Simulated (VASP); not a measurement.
# Pt (P6/mmm) in VASP: notebook

The runs below take Pt through relaxation of cell and atoms, single point, with r2SCAN.

Program: VASP 6.6.1. These are calculated values, not measurements. Logs are shortened: lines on timing, memory, paths and dates and some standing lists are left out, and cuts for length are marked.

### 1 The structure

The structure is hexagonal, space group P6/mmm (No. 191). Conventional cell: a = 4.700 Å, b = 4.700 Å, c = 2.881 Å, α = 90.00°, β = 90.00°, γ = 120.00°. Around Pt (site symmetry 6/mmm) lie 14 Pt at 2.88 to 3.07 Å. Pt (site symmetry -6m2) is surrounded by 11 Pt at 2.71 to 3.07 Å.

The cell was built by a generator and needn't be a form met in nature.

### 2 Relaxation of cell and atoms, r2SCAN

POSCAR reads:

```
Pt
1.0
    4.7001077127      0.0000000000      0.0000000000
   -2.3500538564      4.0704126797      0.0000000000
    0.0000000000      0.0000000000      2.8813703804
Pt
3
Direct
    0.0000000000      0.0000000000      0.0000000000
    0.3333333333      0.6666666667      0.5000000000
    0.6666666667      0.3333333333      0.5000000000
```

INCAR.step1 reads:

```
ALGO     = Normal         # electronic algorithm
EDIFF    = 1E-4           # SCF threshold, eV
ENCUT    = 600            # plane-wave cutoff, eV
GGA      = PE             # functional
ISMEAR   = 0              # smearing method
LASPH    = T              # aspherical terms in the spheres
LCHARG   = F              # write CHGCAR
LREAL    = F              # projectors in reciprocal space
LWAVE    = T              # write WAVECAR
NELM     = 100            # most SCF steps
PREC     = Accurate       # precision mode
SIGMA    = 0.1            # smearing width, eV
```

INCAR.step2 reads:

```
ALGO     = Normal         # electronic algorithm
EDIFF    = 1E-6           # SCF threshold, eV
EDIFFG   = -0.04          # ionic threshold
ENCUT    = 600            # plane-wave cutoff, eV
IBRION   = 2              # ionic algorithm
ISIF     = 3              # what is computed and relaxed
ISMEAR   = 0              # smearing method
ISTART   = 1            
LASPH    = T              # aspherical terms in the spheres
LCHARG   = F              # write CHGCAR
LMIXTAU  = T            
LREAL    = F              # projectors in reciprocal space
LWAVE    = F              # write WAVECAR
METAGGA  = R2SCAN         # meta-GGA
NELM     = 100            # most SCF steps
NSW      = 90             # ionic steps
PREC     = Accurate       # precision mode
SIGMA    = 0.1            # smearing width, eV
```

KPOINTS reads:

```
k-points
0
Gamma
  6 6 6
```

Potentials or basis: VASP PAW PBE potentials, release 64 (Pt).

Started as:

```sh
cat potpaw_PBE.64/Pt/POTCAR > POTCAR
cp INCAR.step1 INCAR
mpirun -np 1 vasp_std > vasp.out
cp INCAR.step2 INCAR
mpirun -np 1 vasp_std > vasp.out
```

OUTCAR:

```text
EDIFF = 1E-6
   EDIFFG = -0.04
   ENCUT = 600
   IBRION = 2
   ISIF = 3
   ISMEAR = 0
   ISTART = 1
   LASPH = T
   LREAL = F
   METAGGA = R2SCAN
   NELM = 100
   NSW = 90
   PREC = Accurate

 ion  position               nearest neighbor table
   1  0.000  0.000  0.000-   2 3.07   3 3.07   2 3.07   3 3.07   3 3.07   3 3.07   2 3.07   2 3.07
                             3 3.07   3 3.07   2 3.07   2 3.07
   2  0.333  0.667  0.500-   3 2.71   3 2.71   3 2.71   1 3.07   1 3.07   1 3.07   1 3.07   1 3.07
                             1 3.07
   3  0.667  0.333  0.500-   2 2.71   2 2.71   2 2.71   1 3.07   1 3.07   1 3.07   1 3.07   1 3.07
                             1 3.07

  LATTYP: Found a hexagonal cell.
 ALAT       =     4.7001077127
 C/A-ratio  =     0.6130434783

  Lattice vectors:

 A1 = (   4.7001077127,   0.0000000000,   0.0000000000)
 A2 = (  -2.3500538564,   4.0704126797,   0.0000000000)
 A3 = (   0.0000000000,   0.0000000000,   2.8813703804)

Analysis of symmetry for initial positions (statically):
=====================================================================
 Subroutine PRICEL returns:
 Original cell was already a primitive cell.

 Routine SETGRP: Setting up the symmetry group for a
 hexagonal supercell.

 Subroutine GETGRP returns: Found 24 space group operations
 (whereof 24 operations were pure point group operations)
 out of a pool of 24 trial point group operations.

The static configuration has the point symmetry D_6h.

Analysis of symmetry for dynamics (positions and initial velocities):
=====================================================================
 Subroutine PRICEL returns:
 Original cell was already a primitive cell.

 Routine SETGRP: Setting up the symmetry group for a
 hexagonal supercell.

 Subroutine GETGRP returns: Found 24 space group operations
 (whereof 24 operations were pure point group operations)
 out of a pool of 24 trial point group operations.

The dynamic configuration has the point symmetry D_6h.

 Subroutine INISYM returns: Found 24 space group operations
 (whereof 24 operations are pure point group operations),
 and found     1 'primitive' translations

----------------------------------------------------------------------------------------

                                     Primitive cell

  volume of cell :      55.1246

  direct lattice vectors                    reciprocal lattice vectors
     4.700107713  0.000000000  0.000000000     0.212761081  0.122837668  0.000000000
    -2.350053856  4.070412680  0.000000000     0.000000000  0.245675335  0.000000000
     0.000000000  0.000000000  2.881370380     0.000000000  0.000000000  0.347057083

  length of vectors
     4.700107713  4.700107713  2.881370380     0.245675335  0.245675335  0.347057083

  position of ions in fractional coordinates (direct lattice)
     0.000000000  0.000000000  0.000000000
     0.333333333  0.666666667  0.500000000
     0.666666667  0.333333333  0.500000000

  ion indices of the primitive-cell ions
   primitive index   ion index
                 1           1
                 2           2
                 3           3

----------------------------------------------------------------------------------------

 KPOINTS: k-points

Automatic generation of k-mesh.
 Grid dimensions read from file:
 generate k-points for:    6    6    6

 Generating k-lattice:

  Cartesian coordinates                     Fractional coordinates (reciprocal lattice)
     0.035460180  0.020472945  0.000000000     0.166666667  0.000000000  0.000000000
     0.000000000  0.040945889  0.000000000     0.000000000  0.166666667  0.000000000
     0.000000000  0.000000000  0.057842847     0.000000000  0.000000000  0.166666667

  Length of vectors
     0.040945889  0.040945889  0.057842847

  Shift w.r.t. Gamma in fractional coordinates (k-lattice)
     0.000000000  0.000000000  0.000000000

 Subroutine IBZKPT returns following result:
 ===========================================

 Found     28 irreducible k-points:

 Following reciprocal coordinates:
            Coordinates               Weight
  0.000000  0.000000  0.000000      1.000000
  0.166667  0.000000  0.000000      6.000000
  0.333333  0.000000  0.000000      6.000000
  0.500000  0.000000  0.000000      3.000000
  0.166667  0.166667  0.000000      6.000000
  0.333333  0.166667  0.000000     12.000000
[... 16 lines left out ...]
  0.166667  0.000000  0.500000      6.000000
  0.333333  0.000000  0.500000      6.000000
 [... further k-points ...]
   k-points           NKPTS =     28   k-points in BZ     NKDIM =     28   number of bands    NBANDS=     19
   number of dos      NEDOS =    301   number of ions     NIONS =      3
   total plane-waves  NPLWV =  38400
   dimension x,y,z NGX =    40 NGY =   40 NGZ =   24
   dimension x,y,z NGXF=    80 NGYF=   80 NGZF=   48
   ions per type =               3
   NGX,Y,Z   is equivalent  to a cutoff of  14.15, 14.15, 13.85 a.u.
   NGXF,Y,Z  is equivalent  to a cutoff of  28.30, 28.30, 27.69 a.u.
 SYSTEM =  unknown system
   PREC   = accura    normal or accurate (medium, high low for compatibility)
   ISTART =      1    job   : 0-new  1-cont  2-samecut
   ICHARG =      0    charge: 1-file 2-atom 10-const
   ISPIN  =      1    spin polarized calculation?
   LNONCOLLINEAR =      F non collinear calculations
   LSORBIT =      F    spin-orbit coupling
   LASPH  =      T    aspherical Exc in radial PAW
   ENCUT  =  600.0 eV  44.10 Ry    6.64 a.u.   9.39  9.39  5.75*2*pi/ulx,y,z
   NELM   =    100;   NELMIN=  2; NELMDL=  0     # of ELM steps
   EDIFF  = 0.1E-05   stopping-criterion for ELM
   LREAL  =      F    real-space projection
   EDIFFG = -.4E-01   stopping-criterion for IOM
   NSW    =     90    number of steps for IOM
   IBRION =      2    ionic relax: 0-MD 1-quasi-New 2-CG
   NFREE  =      1    steps in history (QN), initial steepest desc. (CG)
   ISIF   =      3    stress and relaxation
   ISYM   =      2    0-nonsym 1-usesym 2-fastsym
   POTIM  = 0.5000    time-step for ionic-motion
   TEBEG  =    0.0;   TEEND  =   0.0 temperature during run
   PSTRESS=    0.0 pullay stress
   NELECT =      30.0000    total number of electrons
   NUPDOWN=      -1.0000    fix difference up-down
   EMIN   =  10.00;   EMAX   =-10.00  energy-range for DOS
   EFERMI =   0.00;   METHOD = LEGACY
   ISMEAR =     0;   SIGMA  =   0.10  broadening in eV -4-tet -1-fermi 0-gaus
   EFERMI_NEDOS =   21; number of points for ismear=-14 and -15
   IALGO  =     38    algorithm
   IMIX   =      4    mixing-type and parameters
     AMIX     =   0.40;   BMIX     =  1.00
     AMIX_MAG =   1.60;   BMIX_MAG =  1.00
  volume/ion in A,a.u.               =      18.37       124.00
  Fermi-wavevector in a.u.,A,eV,Ry     =   1.336596  2.525800 24.306654  1.786489
  Thomas-Fermi vector in A             =   2.465210
   LORBIT       =      0    0 simple, 1 ext, 2 COOP (PROOUT), +10 PAW based schemes
   METAGGA = R2SCAN    functional components
   LHFCALC =     F    Hartree Fock is set to
   AEXX    =    0.0000 exact exchange contribution
   IVDW    =     0    specifies the selected vdW correction
   LEPSILON=     F    determine dielectric tensor
   LRPA    =     F    only Hartree local field effects (RPA)
 conjugate gradient relaxation of ions
 non-spin polarized calculation
 Gauss-broadening in eV      SIGMA  =   0.10
  energy-cutoff  :      600.00
  volume of cell :       55.12
 maximum number of plane-waves:      1862
 NGX is ok and might be reduce to    40
   NGX = 19   NGY = 19   NGZ = 11

--------------------------------------- Ionic step        1  -------------------------------------------

 number of electron      30.0000001 magnetization

 Free energy of the ion-electron system (eV)
  ---------------------------------------------------
  ext. energy  EPLUGINS =         0.00000000
  ---------------------------------------------------
  free energy    TOTEN  =      -153.28734389 eV

  energy without entropy =     -153.24619886  energy(sigma->0) =     -153.26677137

------------------------ aborting loop because EDIFF is reached ----------------------------------------

  FORCE on cell =-STRESS in cart. coord.  units (eV):
  Direction    XX          YY          ZZ          XY          YZ          ZX
  --------------------------------------------------------------------------------------
  -------------------------------------------------------------------------------------
  Total       -8.6962922     -8.6962922     -9.4702271      0.0000000      0.0000000      0.0000000
  in kB     -252.7547733   -252.7547733   -275.2489277      0.0000000      0.0000000      0.0000000
  external PRESSURE =    -260.2528248 kB  Pullay stress =       0.0000000 kB
[... 59 lines left out ...]
  energy  without entropy=     -148.8944165770  energy(sigma->0) =     -148.90584624

--------------------------------------- Ionic step        3  -------------------------------------------

 number of electron      30.0000001 magnetization

 E-fermi :   9.8793     XC(G=0): -14.2065

 val. band max:        9.8733670183   @ k =   0.1667   0.0000   0.1667
 cond. band min:       9.9266253816   @ k =   0.0000   0.0000   0.1667
 fundamental gap:      0.0532583632
 Fermi energy:         9.8793497213

 k-point     1 :       0.0000    0.0000    0.0000
  band No.  band energies     occupation
      1       0.1323      2.00000
      2       3.6165      2.00000
      3       5.3830      2.00000
      4       5.7503      2.00000
      5       5.7503      2.00000
      6       5.8211      2.00000
[... 11 lines left out ...]
     18      16.4783      0.00000
     19      17.7024      0.00000
[... 651 lines left out ...]
  energy  without entropy=     -154.0357349081  energy(sigma->0) =     -154.05122521

--------------------------------------- Ionic step        7  -------------------------------------------

 number of electron      30.0000001 magnetization

 Free energy of the ion-electron system (eV)
  ---------------------------------------------------
  ext. energy  EPLUGINS =         0.00000000
  ---------------------------------------------------
  free energy    TOTEN  =      -154.06825937 eV

  energy without entropy =     -154.03674821  energy(sigma->0) =     -154.05250379

 E-fermi :  10.1533     XC(G=0): -14.3174

 val. band max:       10.1412094071   @ k =   0.1667   0.0000   0.1667
 cond. band min:      10.1636391707   @ k =   0.3333   0.3333   0.0000
 fundamental gap:      0.0224297635
 Fermi energy:        10.1532516635

 k-point     1 :       0.0000    0.0000    0.0000
  band No.  band energies     occupation
      1       0.2470      2.00000
      2       3.6987      2.00000
      3       5.4261      2.00000
      4       5.9363      2.00000
      5       5.9363      2.00000
      6       6.0035      2.00000
[... 11 lines left out ...]
     18      16.6998      0.00000
     19      17.9687      0.00000
[... 536 lines left out ...]
  FREE ENERGIE OF THE ION-ELECTRON SYSTEM (eV)
  ---------------------------------------------------
  free  energy   TOTEN  =      -154.0682593677 eV

  energy  without entropy=     -154.0367482106  energy(sigma->0) =     -154.05250379

 reached required accuracy - stopping structural energy minimisation
```

It took 4.5 min on 1 thread of Intel Xeon 6975P-C (Granite Rapids), shared host; peak memory 0.22 GiB.

What came out:

```
Free energy                            : -154.0683 eV
Relaxed volume                         : 15.70 Å³/atom
Relaxed cell                           : a = 4.487 Å, b = 4.487 Å, c = 2.701 Å, α = 90.00°, β = 90.00°, γ = 120.00°
Space group after relaxing (to 0.05 Å) : P6/mmm (No. 191)
Energy gained by relaxing              : 260.3 meV/atom
Ionic steps                            : 7
Pressure after relaxing                : 0.2 GPa
Band gap on the k mesh                 : none (metal or under the smearing width)
```

Step by step:
```
step  energy change (eV)  largest force (eV/Å)  pressure (GPa)  volume (Å³)
   1              0.0000                0.0000          -26.03        55.12
   2              4.3701                0.0000          180.86        34.57
   3             -0.7661                0.0000           -3.61        47.84
   4             -0.7729                0.0000           -1.55        47.44
   5             -0.7745                0.0000            0.12        47.13
   6             -0.7794                0.0000            0.27        47.08
   7             -0.7809                0.0000            0.17        47.09
```

Final structure:
```
Pt
1.0
     4.48673    0.00000    0.00000
    -2.24337    3.88562    0.00000
     0.00000    0.00000    2.70130
Pt
3
Direct
  0.00000 0.00000 0.00000
  0.33333 0.66667 0.50000
  0.66667 0.33333 0.50000
```

Levels at points of the mesh, in eV from the Fermi level:
```tsv
k point	band 12	band 13	band 14	band 15	band 16	band 17	band 18	band 19
(0.00, 0.00, 0.00)	-2.07	-1.94	-1.94	0.37	0.37	5.43	6.55	7.82
(0.50, 0.00, 0.00)	-0.96	-0.34	-0.31	-0.27	-0.20	0.27	0.41	6.36
(0.00, 0.00, 0.50)	-0.55	-0.10	-0.10	1.33	2.44	2.90	8.44	9.05
(0.50, 0.00, 0.50)	-0.89	-0.40	0.15	0.84	2.31	2.94	5.85	5.90
```

Caveat: the k mesh is coarse (spacing up to 0.36 Å⁻¹), so the values aren't converged; the PAW data sets were made with another functional, which shifts forces and pressure a little.

(Continued in part 2 of 2.)
